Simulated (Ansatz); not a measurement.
SiC: how the free axis answers a strain

SiC, P6_3mc, a = 3.075 Å, c = 5.048 Å. The compound has several low-lying forms, and this is one of them. Ansatz: r2SCAN, PAW, 500 eV, Γ-centred 12×12×6 mesh on 4 atoms, Gaussian smearing 0.02 eV; no spin polarisation. Series: biaxial strain in the a-b plane, c and atoms relaxed; x is the strain in per cent. y is the change of c in per cent of 5.048 Å.

```tsv
x (%)	y (%)
-6.0	1.19
-4.0	0.75
-2.0	0.36
0.0	0.00
2.0	?
4.0	-0.61
6.0	-0.86
```

Question: Fit y = c1 x + c2 x² to the other rows, say what c1 measures, and predict the missing y.

Answer: Least squares on the rows shown. y = −0.1706 x + 0.004550 x². With no stress along c, c1 = −2C13/C33 = -0.171. At x = 2.0 the fit asked for gives -0.32 %. The run gave -0.32 %, the same to the digits shown.